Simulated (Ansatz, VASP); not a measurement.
# P: VASP beside Ansatz

One calculation is typed for both programs; each brings its own data sets. How far apart do they land? The cell is taken from a series of runs on this material, whose earlier steps may have relaxed, scaled, displaced or heated it; both programs get it as it stands.

Main program and level: Ansatz 0.2.0; plane waves, with VASP 6.6.1 beside it; single point at HSE06.

## Step 1: The starting structure

The cell holds 4 atoms: 4 P. Its edges and angles: a = 4.487 Å, b = 3.304 Å, c = 27.400 Å, α = 90.0°, β = 90.0°, γ = 90.0°. Vacuum lies along c.

Structure file:

```xyz
4
Lattice="4.4866 0.0000 0.0000 0.0000 3.3039 0.0000 0.0000 0.0000 27.4000" Properties=species:S:1:pos:R:3
P     0.3770    0.0000   14.7609
P     1.8662    1.6520   14.7609
P     2.6203    1.6520   12.6391
P     4.1095    0.0000   12.6391
```

## Step 2: VASP: single point, HSE06

With cell and atoms fixed, the geometry can't cause a difference; cores, projectors, grids and the points listed under the comparison can.

Lines of VASP's logs that name or quote its potential files are left out, and so is its time.

The run reads the wave functions of an earlier VASP run, which isn't shown here.

Input file INCAR:

```
SYSTEM = P
PREC = Accurate
ENCUT = 400
EDIFF = 1E-06
NELM = 100
ISMEAR = 0
SIGMA = 0.01
LREAL = .FALSE.
ALGO = Normal
LHFCALC = .TRUE.
AEXX = 0.25
GGA = PE
HFSCREEN = 0.208
LASPH = .TRUE.
NBANDS = 16
PRECFOCK = Fast
LORBIT = 11
LWAVE = .FALSE.
LCHARG = .FALSE.
KPAR = 2
NCORE = 4
ISIF = 2
LDIPOL = .TRUE.
IDIPOL = 3
DIPOL = 0.5 0.5 0.5
LVHAR = .TRUE.
```

Input file POSCAR:

```
P
1.0
    4.4865550340      0.0000000000      0.0000000000
    0.0000000000      3.3039496056      0.0000000000
    0.0000000000      0.0000000000     27.4000000000
P
4
Direct
    0.0840387148      0.0000000000      0.5387190081
    0.4159612852      0.5000000000      0.5387190081
    0.5840387148      0.5000000000      0.4612809919
    0.9159612852      0.0000000000      0.4612809919
```

Input file KPOINTS:

```
Automatic mesh
0
Gamma
4 6 1
0 0 0
```

Potentials, in the order of the species: P (PBE family, release 64).

Launch:

```console
mpirun -np 8 vasp_std
```

Numbers of over 12 decimals in the logs are rounded to 6 here.

The log of the run:

```text
[banner, memory and clock lines left out]
running    8 mpi-ranks, on    1 nodes
 distrk:  each k-point on    4 cores,    2 groups
 distr:  one band on    4 cores,    1 groups

 POSCAR found type information on POSCAR P
 POSCAR found :  1 types and       4 ions
 LDA part: xc-table for (Slater+PW92), standard interpolation
 found WAVECAR, reading the header
 POSCAR, INCAR and KPOINTS ok, starting setup
 FFT: planning ... GRIDC
 FFT: planning ... GRID_SOFT
 FFT: planning ... GRID
 reading WAVECAR
 the WAVECAR file was read successfully
 initial charge from wavefunction
 entering main loop
       N       E                     dE             d eps       ncg     rms          rms(c)
DAV:   1    -0.256850100978E+02   -0.25685E+02   -0.61675E-01   480   0.468E+00    0.242E+00
DAV:   2    -0.256925880437E+02   -0.75779E-02   -0.37440E-02   472   0.106E+00    0.164E+00
DAV:   3    -0.256910219486E+02    0.15661E-02   -0.24461E-03   520   0.300E-01    0.992E-01
DAV:   4    -0.256904479149E+02    0.57403E-03   -0.72750E-04   480   0.149E-01    0.566E-01
DAV:   5    -0.256902984167E+02    0.14950E-03   -0.20198E-04   512   0.752E-02    0.317E-01
DAV:   6    -0.256902598110E+02    0.38606E-04   -0.41214E-05   480   0.353E-02    0.178E-01
DAV:   7    -0.256902525532E+02    0.72578E-05   -0.11142E-05   528   0.191E-02    0.983E-02
DAV:   8    -0.256902546615E+02   -0.21083E-05   -0.35116E-06   448   0.107E-02    0.546E-02
DAV:   9    -0.256902588975E+02   -0.42361E-05   -0.12066E-06   400   0.647E-03    0.311E-02
DAV:  10    -0.256902633319E+02   -0.44343E-05   -0.63531E-07   392   0.474E-03    0.177E-02
DAV:  11    -0.256902671144E+02   -0.37825E-05   -0.33610E-07   392   0.347E-03    0.991E-03
DAV:  12    -0.256902703158E+02   -0.32015E-05   -0.21539E-07   384   0.271E-03    0.543E-03
DAV:  13    -0.256902730509E+02   -0.27351E-05   -0.13618E-07   392   0.208E-03    0.294E-03
DAV:  14    -0.256902752291E+02   -0.21782E-05   -0.94187E-08   368   0.162E-03    0.163E-03
DAV:  15    -0.256902771472E+02   -0.19181E-05   -0.67252E-08   392   0.128E-03    0.102E-03
DAV:  16    -0.256902786605E+02   -0.15133E-05   -0.49810E-08   360   0.102E-03    0.778E-04
DAV:  17    -0.256902799651E+02   -0.13046E-05   -0.38135E-08   368   0.837E-04    0.683E-04
DAV:  18    -0.256902810659E+02   -0.11008E-05   -0.30680E-08   344   0.707E-04    0.628E-04
DAV:  19    -0.256902819571E+02   -0.89126E-06   -0.23882E-08   368   0.593E-04
   1 F= -.25690282E+02 E0= -.25690282E+02  d E =-.880362E-26
```

From OUTCAR (step 2):

```text
ion  position               nearest neighbor table
   1  0.084  0.000  0.539-   2 2.22   2 2.22   4 2.25
   2  0.416  0.500  0.539-   1 2.22   1 2.22   3 2.25
   3  0.584  0.500  0.461-   4 2.22   4 2.22   2 2.25
   4  0.916  0.000  0.461-   3 2.22   3 2.22   1 2.25

  LATTYP: Found a simple orthorhombic cell.
 ALAT       =     3.3039496056
 B/A-ratio  =     1.3579368845
 C/A-ratio  =     8.2931046992

 Subroutine GETGRP returns: Found  8 space group operations
 (whereof  4 operations were pure point group operations)

The static configuration has the point symmetry C_2h.
 The point group associated with its full space group is D_2h.

 Found     12 irreducible k-points:

   k-points           NKPTS =     12   k-points in BZ     NKDIM =     24   number of bands    NBANDS=     16

   dimension x,y,z NGX =    30 NGY =   24 NGZ =  180
   dimension x,y,z NGXF=    60 NGYF=   48 NGZF=  360

   ENCUT  =  400.0 eV  29.40 Ry    5.42 a.u.   7.32  5.39 44.68*2*pi/ulx,y,z

   NELECT =      20.0000    total number of electrons

 k-points in reciprocal lattice and weights: Automatic mesh
   0.00000000  0.00000000  0.00000000       0.042
   0.25000000  0.00000000  0.00000000       0.083
   0.50000000  0.00000000  0.00000000       0.042
   0.00000000  0.16666667  0.00000000       0.083
   0.25000000  0.16666667  0.00000000       0.167
   0.50000000  0.16666667  0.00000000       0.083
   0.00000000  0.33333333  0.00000000       0.083
   0.25000000  0.33333333  0.00000000       0.167
   0.50000000  0.33333333  0.00000000       0.083
   0.00000000  0.50000000  0.00000000       0.042
   0.25000000  0.50000000  0.00000000       0.083
   0.50000000  0.50000000  0.00000000       0.042

  exchange ACFDT corr.  =         0.00000000  see jH, gK, PRB 81, 115126

 dipolmoment           0.000000      0.000000     -0.000000 electrons x Angstroem

 average (electrostatic) potential at core
       1 -88.4740       2 -88.4740       3 -88.4740       4 -88.4740

 E-fermi :  -3.2448

 k-point     1 :       0.0000    0.0000    0.0000
  band No.  band energies     occupation
    ...
      6      -8.3959      2.00000
      7      -7.0229      2.00000
      8      -5.2763      2.00000
      9      -5.2018      2.00000
     10      -3.3166      2.00000
     11      -1.8404      0.00000
     12      -0.9713      0.00000
     13       0.3033      0.00000
     14       1.0661      0.00000
     15       1.7120      0.00000
    ...

 k-point     2 :       0.2500    0.0000    0.0000
  band No.  band energies     occupation
    ...
      6      -6.9787      2.00000
      7      -6.7482      2.00000
      8      -5.4223      2.00000
      9      -4.8335      2.00000
     10      -3.9825      2.00000
     11      -0.7713      0.00000
     12      -0.4706      0.00000
     13      -0.3370      0.00000
     14       0.7890      0.00000
     15       2.2196      0.00000
    ...

 k-point     3 :       0.5000    0.0000    0.0000
  band No.  band energies     occupation
    ...
      6      -6.6469      2.00000
      7      -6.0672      2.00000
      8      -6.0672      2.00000
      9      -4.4653      2.00000
     10      -4.4653      2.00000
     11      -0.4216      0.00000
     12      -0.4216      0.00000
     13       1.1373      0.00000
     14       1.1373      0.00000
     15       1.1407      0.00000
    ...

  Total       -0.6909412     -0.6721441     -1.3238015      0.0000000      0.0000000      0.0000000
  in kB       -2.7255534     -2.6514044     -5.2219954      0.0000000      0.0000000      0.0000000
  external PRESSURE =      -3.5329844 kB  Pullay stress =       0.0000000 kB

  energy-cutoff  :      400.00
  volume of cell :      406.16
      direct lattice vectors                 reciprocal lattice vectors
     4.486555034  0.000000000  0.000000000     0.222888161  0.000000000  0.000000000
     0.000000000  3.303949606  0.000000000     0.000000000  0.302668055  0.000000000
     0.000000000  0.000000000 27.400000000     0.000000000  0.000000000  0.036496350

 POSITION                                       TOTAL-FORCE (eV/Angst)
 -----------------------------------------------------------------------------------
      0.37704      0.00000     14.76090         0.273040     -0.000000     -0.307446
      1.86623      1.65197     14.76090        -0.273040      0.000000     -0.307446
      2.62032      1.65197     12.63910         0.273040     -0.000000      0.307446
      4.10951      0.00000     12.63910        -0.273040      0.000000      0.307446
 -----------------------------------------------------------------------------------
    total drift:                                0.000000     -0.000000     -0.000000

  FREE ENERGIE OF THE ION-ELECTRON SYSTEM (eV)
  ---------------------------------------------------
  free  energy   TOTEN  =       -25.6902819571 eV

  energy  without entropy=      -25.6902819571  energy(sigma->0) =      -25.69028196

 vacuum level on the upper side and lower side of the slab         2.062         2.062

 total charge
# of ion       s       p       d       tot
------------------------------------------
    1        1.077   1.388   0.000   2.466
    2        1.077   1.388   0.000   2.466
    3        1.077   1.388   0.000   2.466
    4        1.077   1.388   0.000   2.466
--------------------------------------------------
tot          4.309   5.553   0.000   9.862

[... 3 further parts left out ...]
```

## Step 3: Ansatz: single point, HSE06

Ansatz runs on its default PAW (the set named soft_2) files.

The same cell, functional and mesh now go to Ansatz, which takes its cutoff from its data sets.

Input file input.yaml:

```yaml
crystal:
  lattice:
    - [4.486555034, 0.0, 0.0]
    - [0.0, 3.3039496056, 0.0]
    - [0.0, 0.0, 27.4]
  atoms:
    - { symbol: P, position: [0.0840387148, 0.0, 0.5387190081] }
    - { symbol: P, position: [0.4159612852, 0.5, 0.5387190081] }
    - { symbol: P, position: [0.5840387148, 0.5, 0.4612809919] }
    - { symbol: P, position: [0.9159612852, 0.0, 0.4612809919] }
  periodic: [true, true, false]
kpoints:
  mp_grid: { grid: [4, 6, 1] }
  band_path:
    path: [[0.0, 0.0, 0.0], [0.5, 0.0, 0.0], [0.5, 0.5, 0.0], [0.0, 0.5, 0.0]]
    npoints: 1
hamiltonian:
  xc: hse06
scf:
  occupations: { method: fixed }
  n_extra_bands: 5
output:
  eigenvalues: true
```

Launch:

```console
ansatz run input.yaml --threads 3 --pin off --max-ram 92160MiB --backend cuda --devices 1 --max-vram 13GiB --events-out ev --progress --plain --runs-dir out
```

The log of the run:

```text
scf.n_extra_bands = 5 over 10 filled bands (N_el = 20.0): the run solves 15 bands
GPUs: using 1 of 1 available (devices: 1).
Engine: ansatz 0.2.0, x86_64-unknown-linux-gnu
Pseudopotentials: kind: paw
Pseudopotential: P, paw, valence charge 5, recommended cutoff 420 eV (normal), P.paw.azcp
Functional definition: HSE06
  parameter a = 0.25
  parameter omega = 0.11/bohr
  exchange = pbe_x - a*pbe_x_sr(omega) + a*exact_x_sr(omega)
  correlation = pbe_c
davidson cushion auto → on  (no smearing: the cushion is to keep the highest requested band from converging to the state above it; pin scf.eigensolver.cushion to override)
device memory: the entry about to start is reckoned to put 1.3 GiB on a device that reports 39.1 GiB free (of which the cap on the GPU budget leaves the run 13.0 GiB)
GPU FFT provider: cuFFT
GPU libraries: cuBLAS 13.8.2, cuFFT 12.4.0, cuSOLVER 12.3.4
Crystal: 4 atoms, lattice volume = 406.160 Å³
Basis set: ecut = 420 eV, 7983 PW (Γ)
Bands: 15, of which v1, the nominal top of the filled ones, is band 10 counted from 1 (9 counted from 0)
Symmetry: 8 space group operations
Space group: Pmna (ITA 53), of the structure as read, at distance tolerance 7.4e-5 Å
k-points: 12 of 24
Non-local potential: P, projectors of the file, l = 0: 2, l = 1: 2, l = 2: 2
PAW form: soft (Blöchl's): semilocal exchange-correlation on the pseudo side does not see the compensation charge
PAW frozen core: P, regenerated for the run's functional, and the local potential with it (the file was generated under x = pbe(κ = 0.804, μ = 0.219515), c = pbe(β = 0.066725))
PAW one-centre angular grid: P, 110 points (default); XC on 64 Gauss nodes
Initial density: superposition of atomic densities (neutral atoms: chi_scale 0, normalization atom), corrected by the library's trained network
Initial wavefunctions: pseudopotential atomic-orbital guess
GPU buffer pool allocated for 138240 grid points (all kernels)
GPU transforms: local potential and band sums: pruned to the plane-wave sphere, on 30×24×192
Functional: x = pbe(κ = 0.804, μ = 0.219515), c = pbe(β = 0.066725), warm-up for x = pbe(κ = 0.804, μ = 0.219515) + 0.25 (exact − pbe) at short range (hse, ω = 0.207870 Å⁻¹), c = pbe(β = 0.066725); HSE06 as pw.x's `hse` composes it (authors' and Libxc's form: `xc: wpbeh`)
SCF iter   1: F=—  HF=-3022.619386 eV  |F-HF|=—  |Δ(HF+E_count)|=         —  Δρ=1.18e-3  dr2=7.99e-3  ethr=1.77e-3  ⟨swp⟩=9.8  Hψ=1095  notcnv=0
preconditioner: auto → none  [insulator: Δε(μ)=0.773 eV  Ē_g=9.183 eV  n_scr=28 (ndim 8)  ℏωp=8.2 eV  f_vac=0.756]
SCF iter   2: F=—  HF=-3022.619628 eV  |F-HF|=—  |Δ(HF+E_count)|=   2.42e-4  Δρ=5.04e-4  dr2=1.47e-3  ethr=4.00e-5  ⟨swp⟩=4.9  Hψ=667  notcnv=0
SCF iter   3: F=—  HF=-3022.619450 eV  |F-HF|=—  |Δ(HF+E_count)|=   1.78e-4  Δρ=2.70e-4  dr2=1.87e-4  ethr=7.37e-6  ⟨swp⟩=3.5  Hψ=530  notcnv=0  defer=1
SCF iter   4: F=-3022.619547 eV  HF=-3022.619517 eV  |F-HF|=2.96e-5  |Δ(HF+E_count)|=   6.72e-5  Δρ=1.10e-4  dr2=2.66e-5  ethr=9.36e-7  ⟨swp⟩=3.5  Hψ=514  notcnv=0  defer=2
SCF 1 stopped early in 4 iterations: F = -3022.619547 eV  dr2 = 2.66e-5
  greatest PAW one-centre occupation: 0.810 electrons in one spin orbital (limit 2), on the P atom at site 2 (counted from 0), in its partial waves of l = 0
device memory: the entry about to start is reckoned to put 1.9 GiB (of the 2.0 GiB reckoned in all, the device holds 0.1 GiB already) on a device that reports 39.0 GiB free (of which the cap on the GPU budget leaves the run 12.9 GiB)
GPU FFT provider: cuFFT
GPU libraries: cuBLAS 13.8.2, cuFFT 12.4.0, cuSOLVER 12.3.4
Initial density: handed on by an earlier stage of this run
Initial wavefunctions: those handed on with the density
GPU buffer pool allocated for 138240 grid points (all kernels)
GPU transforms: local potential and band sums: pruned to the plane-wave sphere, on 30×24×192
Functional: x = pbe(κ = 0.804, μ = 0.219515) + 0.25 (exact − pbe) at short range (hse, ω = 0.207870 Å⁻¹), c = pbe(β = 0.066725); HSE06 as pw.x's `hse` composes it (authors' and Libxc's form: `xc: wpbeh`)
Exchange kernel: α = 0.2500, screened, ω = 0.2079 Å⁻¹, Wigner–Seitz truncation, v(0) = 1044.7707 eV·Å³, q-mesh 4×6×1, nearest image of the exchange supercell L = 17.95 Å, pair-density grid 20×18×120, without the augmentation charges, whose exchange is taken in its separable form by FFT convolution over the k-point mesh (sized by the pseudopotential files, 30×24×192 at the most), smooth part of the exact exchange by density-matrix convolution in up to 7.78 GiB of GPU memory as planned if the GPU has room (build and FFT work areas not counted)
Frozen-core exchange: fock
SCF iter   1: F=—  HF=-3024.401762 eV  |F-HF|=—  |Δ(HF+E_count)|=         —  Δρ=1.80e-3  dr2=1.30e-2  ethr=1.33e-6  ⟨swp⟩=10.2  Hψ=1155  notcnv=0
preconditioner: auto → none  [insulator: Δε(μ)=1.400 eV  Ē_g=10.592 eV  n_scr=28 (ndim 8)  ℏωp=8.2 eV  f_vac=0.753]
SCF iter   2: F=—  HF=-3024.397195 eV  |F-HF|=—  |Δ(HF+E_count)|=   4.57e-3  Δρ=7.20e-4  dr2=2.48e-3  ethr=1.33e-6  ⟨swp⟩=4.8  Hψ=746  notcnv=0
SCF iter   3: F=—  HF=-3024.405233 eV  |F-HF|=—  |Δ(HF+E_count)|=   8.04e-3  Δρ=5.22e-4  dr2=9.88e-4  ethr=1.33e-6  ⟨swp⟩=5.3  Hψ=732  notcnv=0  defer=5
iter 4 solved again at ethr=1.20e-7 eV; its pass at ethr=1.33e-6 eV (dr2=2.39e-5 eV) is discarded
SCF iter   4: F=—  HF=-3024.404910 eV  |F-HF|=—  |Δ(HF+E_count)|=   3.23e-4  Δρ=9.53e-5  dr2=5.58e-5  ethr=1.20e-7  ⟨swp⟩=2.8  Hψ=978  notcnv=0  defer=1
SCF iter   5: F=—  HF=-3024.405151 eV  |F-HF|=—  |Δ(HF+E_count)|=   2.41e-4  Δρ=7.59e-5  dr2=3.87e-5  ethr=1.19e-7  ⟨swp⟩=5.0  Hψ=644  notcnv=0  defer=5
SCF iter   6: F=-3024.405137 eV  HF=-3024.405139 eV  |F-HF|=1.60e-6  |Δ(HF+E_count)|=   1.18e-5  Δρ=1.33e-5  dr2=3.21e-6  ethr=1.19e-7  ⟨swp⟩=3.2  Hψ=539  notcnv=0  defer=1
SCF 2 stopped early in 6 iterations: F = -3024.405137 eV  dr2 = 3.21e-6
  greatest PAW one-centre occupation: 0.805 electrons in one spin orbital (limit 2), on the P atom at site 3 (counted from 0), in its partial waves of l = 0
hybrid outer 1: dexx = +1.010e-2 eV, tail = 8.85e-6 eV
GPU FFT provider: cuFFT
GPU libraries: cuBLAS 13.8.2, cuFFT 12.4.0, cuSOLVER 12.3.4
GPU buffer pool allocated for 138240 grid points (all kernels)
GPU transforms: local potential and band sums: pruned to the plane-wave sphere, on 30×24×192
Exchange kernel: α = 0.2500, screened, ω = 0.2079 Å⁻¹, Wigner–Seitz truncation, v(0) = 1044.7707 eV·Å³, q-mesh 4×6×1, nearest image of the exchange supercell L = 17.95 Å, pair-density grid 20×18×120, without the augmentation charges, whose exchange is taken in its separable form by FFT convolution over the k-point mesh (sized by the pseudopotential files, 30×24×192 at the most), smooth part of the exact exchange by density-matrix convolution in up to 7.78 GiB of GPU memory as planned if the GPU has room (build and FFT work areas not counted)
Frozen-core exchange: fock
SCF iter   1: F=—  HF=-3024.405180 eV  |F-HF|=—  |Δ(HF+E_count)|=         —  Δρ=8.45e-6  dr2=3.26e-7  ethr=2.21e-7  ⟨swp⟩=4.4  Hψ=460  notcnv=0
preconditioner: auto → none  [insulator: Δε(μ)=1.456 eV  Ē_g=10.610 eV  n_scr=28 (ndim 8)  ℏωp=8.2 eV  f_vac=0.753]
SCF iter   2: F=—  HF=-3024.405180 eV  |F-HF|=—  |Δ(HF+E_count)|=   6.59e-8  Δρ=3.30e-6  dr2=1.03e-7  ethr=1.20e-9  ⟨swp⟩=5.5  Hψ=706  notcnv=0  defer=4
SCF iter   3: F=-3024.405181 eV  HF=-3024.405181 eV  |F-HF|=4.35e-8  |Δ(HF+E_count)|=   4.64e-7  Δρ=2.67e-6  dr2=5.72e-8  ethr=1.80e-10  ⟨swp⟩=5.6  Hψ=683  notcnv=0  defer=10
SCF 3 converged in 3 iterations: F = -3024.405181 eV  dr2 = 5.72e-8
hybrid outer 2: dexx = +6.241e-7 eV, tail = 1.16e-7 eV, Δε = 2.15e-3 eV (about 2.46e-4 eV left of the loop's levels)
device memory: the entry about to start is reckoned to put 0.8 GiB on a device that reports 41.0 GiB free (of which the cap on the GPU budget leaves the run 13.0 GiB)
NSCF: frozen V_eff on 4 k-points
hybrid SCF converged: 2 outer / 9 inner (+4 warm-up), last move |dexx| = 6.24e-7 eV, tail = 1.16e-7 eV
Stability not checked: this state was not tested for a lower state beside it, because the functional holds exact exchange (a hybrid, or Hartree-Fock), whose exchange loop this test does not read (fock_operator; see scf.lower_state_search)
Free energy (F): -3024.405181 eV
Frozen-core exchange: fock
Harris-Foulkes:  -3024.405181 eV  (|F-HF|=4.35e-8)
Internal energy: -3024.405181 eV  (E = F + TS)
E sigma→0 (E₀):  -3024.405181 eV
Fermi energy:    -5.390847 eV
--- Per-component energies (eV) ---
  E_band       = -243.727167
  E_kinetic    = 278.340639
  E_local      = -13595.754010  (includes V_loc(G=0)·N_el)
  E_nonlocal   = 133.876921
  E_hartree    = 6615.188836
  E_xc         = -199.329777
  E_vxc        = -195.789877  (∫ρ·V_xc dr)
  E_exx        = -32.000586  (= α·E_x^exact, valence–valence)
  E_paw        = -2291.855033  (= ΣΔE_a)
  E_vpaw       = -30.788494  (= ΣTr[D̂ρ^β])
  E_aug_tail   = 0.000013  (compensation charges beyond the density's cutoff)
  E_ewald      = 6067.430424
  E_core_change = -0.302608  (= ΣΔE_core)
  E_smearing   = -0.000000  (= −TS)
  E_closure    = -0.000000  (closes the sum)
  Σ components = -3024.405181   (vs F -3024.405181, Δ=-4.55e-13)
--- Band table (eV; the first three rows and the last of 12) ---
  k-point 0: bands = [... 6 lower, -9.1270, -7.3613, -7.3035, -5.3908, -3.9341, -3.0820, -1.8154, -1.0307, ... 1 higher]
  k-point 1: bands = [... 6 lower, -10.1800, -8.4997, -7.2350, -5.5531, -3.5907, -2.5909, -0.6304, -0.2137, ... 1 higher]
  k-point 2: bands = [... 6 lower, -9.2887, -8.4969, -7.4344, -6.4280, -3.7082, -2.6869, -2.3970, -1.9126, ... 1 higher]
  k-point 11: bands = [... 6 lower, -10.6487, -10.6487, -6.7842, -6.7842, -2.1964, -2.1964, -0.2824, -0.2824, ... 1 higher]
  the weakly bound empty levels are not read free of the cell's end (exact_exchange)
```

Reading the cycles: dr2 is the Hartree energy of the density residual (eV), the measure of convergence; HF is the Harris–Foulkes estimate of the energy, which meets the free energy F at convergence.

## Step 4: Differences

Known differences besides the potentials themselves: exact exchange at q = 0 is treated differently, which shows on coarse meshes; VASP keeps PBE cores, Ansatz makes them for the functional; fixed occupations in Ansatz, narrow Gaussian smearing in VASP; Ansatz cuts the interaction across the vacuum, VASP repeats the sheet with a dipole correction; the cutoff is 420 eV in Ansatz and 400 eV in VASP; VASP takes a coarser grid for exact exchange (PRECFOCK = Fast). Total energies have different zeros and are not compared.

Both answers:

```csv
quantity,Ansatz,VASP,difference
gap on the k mesh (eV),1.457,1.476,-0.019
```

A gap on the mesh is an upper bound, since the band edges may lie between its points. With vacuum in the cell, a pressure given here is an average over mostly empty space and none of the material.

## Step 5: Outcome

| Property | Result |
| --- | --- |
| difference in gap on the k mesh (single point, HSE06) | -0.019 eV |

In words: The difference in gap on the k mesh is -0.019 eV (single point, HSE06), within the 0.08 eV picked in this series as the mark of a large difference. Such differences can come from data sets, numerical settings and the points named under the comparisons, not from the functional's error against experiment.

[Lines on the potential files, build, host, timing and source positions are cut from VASP's logs without a mark.]

[Logs are printed without paths, hosts, clocks, repeated set-up lines and the standing remarks that a program may print on its own settings, such as how far it seeks lower states.]

[Hosts, paths, dates, database ids (printed as entryN), source tags and the programs' standing remarks are cut or masked in the printed files.]
